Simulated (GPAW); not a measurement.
# I (I4/mmm) in GPAW: convergence with convergence criteria

Aim: find how far convergence criteria must go before the results for I settle, at PBE. This setting moves, with any that are tied to it; all else stays.

Everything below comes from runs of GPAW 26.7.0. Logs are shortened: lines on timing, memory, paths and dates and some standing lists are left out, and cuts for length are marked. The log counts tension as positive stress, the text compression.

## Step 1: The structure

Symmetry: I4/mmm, No. 139, tetragonal system. The conventional cell has a = 3.235 Å, b = 3.235 Å, c = 8.530 Å, α = 90.00°, β = 90.00°, γ = 90.00°. I (site symmetry 4/mmm) is surrounded by 4 I at 3.23 Å.

## Step 2: With convergence criteria density=0.001 energy=0.01 eigenstates=0.0001

run.py

```python
from ase.dft.bandgap import bandgap
from ase.io import read, write
from ase.units import GPa
from gpaw import GPAW, PW

atoms = read('POSCAR')

calc = GPAW(mode=PW(600),
            xc='PBE',
            kpts={'size': (9, 9, 9), 'gamma': True},
            occupations={'name': 'fermi-dirac', 'width': 0.05},
            nbands=10,
            convergence={'density': 0.001, 'energy': 0.01, 'eigenstates': 0.0001},
            maxiter=100,
            txt='gpaw.txt')
atoms.calc = calc
energy = atoms.get_potential_energy()
forces = atoms.get_forces()
stress = atoms.get_stress()
calc.write('gs.gpw')
write('result.traj', atoms)
print(f'Energy: {energy:.6f} eV')
print('Forces (eV/A):')
print(forces.round(4))
print('Stress (GPa):', (stress / GPa).round(3))
print('Fermi level:', round(calc.get_fermi_level(), 4), 'eV')
print(f'Gap: {bandgap(calc)[0]:.4f} eV, direct: {bandgap(calc, direct=True)[0]:.4f} eV')
```

POSCAR

```
I
1.0
   -1.6174560000      1.6174560000      4.2648080000
    1.6174560000     -1.6174560000      4.2648080000
    1.6174560000      1.6174560000     -4.2648080000
I
1
Direct
    0.0000000000      0.0000000000      0.0000000000
```

Potentials or basis: GPAW PAW data sets (gpaw-data 1.2.1), pw.

Run with:

```
$ OMP_NUM_THREADS=1 python run.py
```

gpaw.txt:

```text
__  _  _
 | _ |_)|_||  |
 |__||  | ||/\| - 26.7.0

Input parameters:
  mode=PW(ecut=600.0),
  convergence={'density': 0.001, 'energy': 0.01, 'eigenstates': 0.0001},
  kpts=MonkhorstPack(size=(9, 9, 9), gamma=True),
  maxiter=100,
  nbands=10,
  occupations=Occupations(name='fermi-dirac', width=0.05),
  xc=XC(name='PBE')

Diagonalizing LCAO Hamiltonian
Converting LCAO to pw mode

       I

Atoms  # Å, Bohr magnetons
|   | symbol |        x |        y |        z |    initial magnetic moments |
|---|--------|----------|----------|----------|-----------------------------|
| 0 |      I | 0.000000 | 0.000000 | 0.000000 | ( 0.0000,  0.0000,  0.0000) |

Unit cell  # Å
| periodic |         x |         y |         z |  lengths |     angles |
|----------|-----------|-----------|-----------|----------|------------|
|      yes | -1.617456 |  1.617456 |  4.264808 | 4.839516 | 140.949950 |
|      yes |  1.617456 | -1.617456 |  4.264808 | 4.839516 | 140.949950 |
|      yes |  1.617456 |  1.617456 | -4.264808 | 4.839516 |  56.413736 |

Number of symmetries: 16
Symmetry operations  # r_c * U_cc + t_c -> r_c
|    | kind |            matrix            |
|----|------|------------------------------|
|  0 |  σ   |  1, 1, 1,  0, 0,-1,  0,-1, 0 |
|  1 |  C4  |  1, 1, 1,  0, 0,-1, -1, 0, 0 |
|  2 |  E   |  1, 0, 0,  0, 1, 0,  0, 0, 1 |
|  3 |  σ   |  1, 0, 0,  0, 1, 0, -1,-1,-1 |
|  4 |  σ   |  0, 1, 0,  1, 0, 0,  0, 0, 1 |
|  5 |  C2  |  0, 1, 0,  1, 0, 0, -1,-1,-1 |
|  6 |  C2  |  0, 0, 1, -1,-1,-1,  1, 0, 0 |
|  7 |  S4  |  0, 0, 1, -1,-1,-1,  0, 1, 0 |
|  8 |  C4  |  0, 0,-1,  1, 1, 1,  0,-1, 0 |
|  9 |  σ   |  0, 0,-1,  1, 1, 1, -1, 0, 0 |
| 10 |  σ   |  0,-1, 0, -1, 0, 0,  1, 1, 1 |
| 11 |  C2  |  0,-1, 0, -1, 0, 0,  0, 0,-1 |
| 12 |  C2  | -1, 0, 0,  0,-1, 0,  1, 1, 1 |
| 13 |  i   | -1, 0, 0,  0,-1, 0,  0, 0,-1 |
| 14 |  S4  | -1,-1,-1,  0, 0, 1,  1, 0, 0 |
| 15 |  C2  | -1,-1,-1,  0, 0, 1,  0, 1, 0 |

BZ-sampling:
  Number of BZ points: 729
  Number of IBZ points: 75

  Monkhorst-Pack size: [9, 9, 9]
  Monkhorst-Pack shift: [0, 0, 0]

K-points  # in reciprocal-cell coordinates
|     |                                coordinates |     weight |
|-----|--------------------------------------------|------------|
|   0 | (  0.00000000,   0.00000000,   0.00000000) | 0.00137174 |
|   1 | (  0.11111111,  -0.11111111,   0.00000000) | 0.00548697 |
|   2 | (  0.11111111,  -0.11111111,   0.11111111) | 0.00548697 |
|   3 | (  0.11111111,   0.00000000,   0.00000000) | 0.01097394 |
|   4 | (  0.11111111,   0.11111111,  -0.11111111) | 0.00274348 |
|   5 | (  0.22222222,  -0.22222222,   0.00000000) | 0.00548697 |
|   6 | (  0.22222222,  -0.22222222,   0.11111111) | 0.01097394 |
|   7 | (  0.22222222,  -0.22222222,   0.22222222) | 0.00548697 |
|   8 | (  0.22222222,  -0.11111111,   0.00000000) | 0.02194787 |
|   9 | (  0.22222222,  -0.11111111,   0.11111111) | 0.01097394 |
| ... |                                            |            |
|  74 | (  0.44444444,   0.44444444,   0.44444444) | 0.01097394 |

Plane wave coefficients: 1517
Cutoff: 600.0 eV

Spin-components: 1 (collinear spins)
Bands:           10
Projectors:      5
Spin-degeneracy: 2
Datatype:        complex128

Parallelization:
  kpt:    1
  domain: 1
  band:   1

Density:
  Valence electrons: 7.0
  Components: 1
  Grid points: [28 28 28]
  Charge: 0.0  # |e|

Potential:
  Grid points: [28 28 28]

species:
  I:
    name:    Iodine
    Z:       53.0
    valence: 7
    core:    46
    charge:  0.0  # [|e|]
    compensation charges:
      type: gauss
      rc: 0.37  # [Å]
      lmax: 2
    cutoffs:
      filter: 2.06  # [Å]
      core: 2.90  # [Å]
    projectors
    | kind |    occ | energy [eV] | rcut [Å] |
    |------|--------|-------------|----------|
    |   5s |  2.000 |     -17.382 |    1.164 |
    |   5p |  5.000 |      -7.088 |    1.164 |
    |    s |        |       9.829 |    1.164 |
    |    p |        |      20.123 |    1.164 |
    |    d |        |       0.000 |    1.164 |

    Using partial waves for I as LCAO basis

Reference energy: -193540.795666  # eV

eigensolver:
  PPCG
  Converge bands: occupied
  niter=2

density mixing:
  MSR1-Mixer
  Pratt-step length: 0.05
  Maximum mixing coefficient: 0.75
  Old densities: 10
  SVD Regularization: 0.005
  Good broyden scale: 1.0
  Trust region scale: 1.0
  Backstep threshold: 4.0
  History deletion threshold: 6.0
  Fourier metric: weight=20.0, sigma=0.015

occupation numbers:
  Fermi-Dirac:
    width: 0.0500  # eV

poisson solver:
  ecut: 4800.0  # eV

xc functional:
  name: PBE with 2 nearest neighbor stencil

convergence criteria:
- Maximum integral of absolute [dens]ity change: 0.001 electrons / valence electron
- Maximum [total energy] change in last 3 cyles: 0.01 eV / valence electron
- Maximum integral of absolute [eigenst]ate change: 0.0001 eV^2 / valence electron
maximum number of iterations: 100

SCF iterations
|iter     | |      energy | eigst |  dens |
|---------|-|-------------|-------|-------|
|iter:   1| |   -1.407893 | -0.90 |       |
|iter:   2| |   -1.404264 | -2.92 | -1.33 |
|iter:   3| |   -1.373293c| -2.72 | -1.36 |
|iter:   4| |   -1.372200c| -3.91 | -1.92 |
|iter:   5| |   -1.372222c| -4.13c| -2.46 |
|iter:   6| |   -1.372231c| -4.75c| -3.10c|

Converged in 6 steps
Energy contributions relative to reference atoms: (reference = -193540.795666)

Energy contributions:
  Kinetic:           0.987538
  Coulomb:          -0.834243
  Zero:             -0.005711
  External:          0.000000
  Xc:               -1.516948
  Entropy:          -0.005735
  Spinorbit:         0.000000
  ----------------------------
  Free energy:      -1.375098
  Extrapolated:     -1.372231

dipole moment: (-7.939087, -7.939087, -20.933294)  # |e|*Ang

Fermi level: 2.572
Eigenvalues  # (at kpt = [0.000, 0.000, 0.000])
| band index |      eig [eV] | occ [0-2] |
|------------|---------------|-----------|
|          0 |       -11.167 |     2.000 |
|          1 |         0.270 |     2.000 |
|          2 |         3.390 |     0.000 |
|          3 |         3.390 |     0.000 |
|          4 |         6.801 |     0.000 |
|          5 |         9.995 |     0.000 |
|          6 |        10.608 |     0.000 |
|          7 |        15.290 |     0.000 |
|          8 |        15.361 |     0.000 |
|          9 |        15.382 |     0.000 |

No gap
No difference between direct/indirect transitions

Forces  # eV/Ang
|       x |       y |        z |
|---------|---------|----------|
| 0.00000 | 0.00000 | -0.00000 |  # I    0

Stress tensor  # eV/Ang^3
|         x |         y |         z |
|-----------|-----------|-----------|
| -0.001212 |  0.000000 | -0.000000 |
|  0.000000 | -0.001212 |  0.000000 |
| -0.000000 |  0.000000 | -0.001062 |

# Writing to gs.gpw (mode='')
```

stdout:

```text
<dir> UserWarning: The angles between your unit-cell vectors are 140.9, 140.9 and 56.4 degrees.  Results may be wrong!  Please Niggli-reduce your unit-cell so that the angles are closer to 90 degrees:

  from ase.build import niggli_reduce
  niggli_reduce(atoms)

  warnings.warn(
Energy: -1.372231 eV
Forces (eV/A):
[[ 0.  0. -0.]]
Stress (GPa): [-0.194 -0.194 -0.17   0.    -0.     0.   ]
Fermi level: 2.5724 eV
Gap: 0.0000 eV, direct: 0.0000 eV
```

It took 20 s on 1 thread of Arm Neoverse V1, shared host; peak memory 0.18 GiB.

What came out:

* Free energy: -1.3751 eV
* Pressure: 0.2 GPa
* Band gap on the k mesh: none (metal or under the smearing width)

## Step 3: With convergence criteria default

run.py: that of step 2 with these lines changed.

```diff
@@ -12,3 +12,2 @@
             nbands=10,
-            convergence={'density': 0.001, 'energy': 0.01, 'eigenstates': 0.0001},
             maxiter=100,
```

POSCAR is that of step 2.

Potentials or basis: GPAW PAW data sets (gpaw-data 1.2.1), pw.

Run with:

```
$ OMP_NUM_THREADS=1 python run.py
```

Wall time 27 s (1 thread of Arm Neoverse V1, shared host); peak memory 0.18 GiB.

Results (log left out):

* Free energy: -1.3751 eV
* Pressure: 0.2 GPa
* Band gap on the k mesh: none (metal or under the smearing width)

## Step 4: With convergence criteria density=1e-05 energy=1e-05

run.py: that of step 3 with these lines changed.

```diff
@@ -12,2 +12,3 @@
             nbands=10,
+            convergence={'density': 1e-05, 'energy': 1e-05},
             maxiter=100,
```

POSCAR is that of step 3.

Run with:

```
$ OMP_NUM_THREADS=1 python run.py
```

It took 32 s on 1 thread of Arm Neoverse V1, shared host; peak memory 0.18 GiB.

It converged, with:

```
Free energy            : -1.3751 eV
Pressure               : 0.2 GPa
Band gap on the k mesh : none (metal or under the smearing width)
```

## Step 5: With convergence criteria density=1e-05 forces=0.0001

run.py: that of step 4 with these lines changed.

```diff
@@ -12,3 +12,3 @@
             nbands=10,
-            convergence={'density': 1e-05, 'energy': 1e-05},
+            convergence={'density': 1e-05, 'forces': 0.0001},
             maxiter=100,
```

POSCAR is that of step 4.

Run with:

```
$ OMP_NUM_THREADS=1 python run.py
```

Run time: 33 s. Hardware: 1 thread of Arm Neoverse V1, shared host; peak memory 0.18 GiB.

It converged, with:

| Item | Value |
| --- | --- |
| Free energy | -1.3751 eV |
| Pressure | 0.2 GPa |
| Band gap on the k mesh | none (metal or under the smearing width) |

## Step 6: With convergence criteria density=1e-06 energy=1e-06 eigenstates=1e-10

run.py: that of step 5 with these lines changed.

```diff
@@ -12,3 +12,3 @@
             nbands=10,
-            convergence={'density': 1e-05, 'forces': 0.0001},
+            convergence={'density': 1e-06, 'energy': 1e-06, 'eigenstates': 1e-10},
             maxiter=100,
```

POSCAR is that of step 5.

Potentials or basis: GPAW PAW data sets (gpaw-data 1.2.1), pw.

Run with:

```
$ OMP_NUM_THREADS=1 python run.py
```

Run time: 35 s. Hardware: 1 thread of Arm Neoverse V1, shared host; peak memory 0.18 GiB.

Results (log left out):

| Quantity | Value |
| --- | --- |
| Free energy | -1.3751 eV |
| Pressure | 0.2 GPa |
| Band gap on the k mesh | none (metal or under the smearing width) |

## Step 7: Result

```
                        convergence criteria  energy less the tightest run, at zero smearing (meV/atom)  SCF cycles  CPU time (s)  peak memory (GiB)
density=0.001 energy=0.01 eigenstates=0.0001                                                       0.00           6            20               0.18
                                     default                                                       0.00           7            27               0.18
                  density=1e-05 energy=1e-05                                                       0.00           9            32               0.18
                 density=1e-05 forces=0.0001                                                       0.00          10            33               0.18
density=1e-06 energy=1e-06 eigenstates=1e-10                                                       0.00          10            35               0.18
```

Against the tightest run, the energy stays within 1 meV/atom from density=0.001 energy=0.01 eigenstates=0.0001 on. The tightest run that finished is the yardstick and may itself not be fully converged.

Caveats: an odd number of electrons without spin polarisation forces a metal; a magnetic or distorted state may lie lower; the program warned that so skewed a cell can give wrong results.
